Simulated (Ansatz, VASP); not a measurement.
# Two plane-wave programs on Ta2H

```xyz
3
Lattice="3.3724 0.0000 0.0000 0.0000 3.3724 0.0000 0.0000 0.0000 3.4101" Properties=species:S:1:pos:R:3 pbc="T T T"
Ta    1.6862    0.0000    2.5280
Ta    0.0000    1.6862    0.8821
H     0.0000    0.0000    0.0000
```

The cell comes from a database or a generator and needn't be the stable form of this composition.

Alike in both runs: task single point; functional PBEsol; k mesh 6 × 6 × 6; occupations gaussian, width 0.1 eV; no spin polarisation.

|  | VASP | Ansatz |
| --- | --- | --- |
| version | VASP 6.6.1 | Ansatz 0.2.0 |
| potentials or method | VASP PAW PBE potentials, release 64 (Ta_pv, H) | scalar-relativistic, plane waves, PAW |
| plane-wave cutoff (eV) | 520 | 420 |
| valence electrons in the cell | 23 | 27 |

VASP gave:

```
gap on the k mesh at the Fermi level (eV)       : none
pressure (GPa)                                  : -4.0
largest component of the traceless stress (GPa) : 0.41
rms of the force components (eV/Å)              : 0.032
```

Problem. Estimate Ansatz's values.

Solution. gap on the k mesh at the Fermi level (eV): none; pressure (GPa): -4.1; largest component of the traceless stress (GPa): 0.39; rms of the force components (eV/Å): 0.026.

Atom by atom the forces differ by 0.006 eV/Å (rms over components). A gap of «none» marks a metal or a gap that the smearing closes. With one functional, cell and mesh, what is left measures potentials, basis and numerics. The two sets of potentials don't hold the same shells in valence.

Caveats: the PAW data sets were made with another functional, which shifts forces and pressure a little (VASP). Spin-orbit coupling is left out, which matters for the levels of Ta.
